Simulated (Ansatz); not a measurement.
LaAlO3 (cubic perovskite, Pm-3m) under volume change, PBE (plane waves, PAW; program Ansatz), scaled uniformly.

| V (Å³/atom) | E − E(relaxed) (meV/atom) | P (GPa) |
|---|---|---|
| 10.085 | 63.4 | 22.12 |
| 10.417 | 26.7 | 13.55 |
| 10.750 | 6.3 | 6.24 |
| 11.082 | 0.0 | 0.01 |
| 11.415 | 5.6 | -5.32 |
| 11.747 | [?] | [?] |
| 12.080 | [?] | [?] |

Q: Fill in the missing entries.

A: 
- 12.080, E − E(relaxed) (meV/atom): 46.1
- 12.080, P (GPa): -13.76
- 11.747, E − E(relaxed) (meV/atom): 21.5
- 11.747, P (GPa): -9.87

Q: What does a third-order Birch–Murnaghan fit give for V₀, B₀ and B′?

A: V₀ = 11.08 Å³/atom, B₀ = 192 GPa, B′ = 4.3.

This is a known high-temperature phase of the composition, computed here at zero pressure and temperature. The PBE relaxation kept the symmetry of its start. At this level the phase is dynamically unstable (imaginary phonons). Scalar-relativistic: spin–orbit coupling is off unless named, which matters more the heavier the elements.

Potentials: the later of the program's two PAW sets.
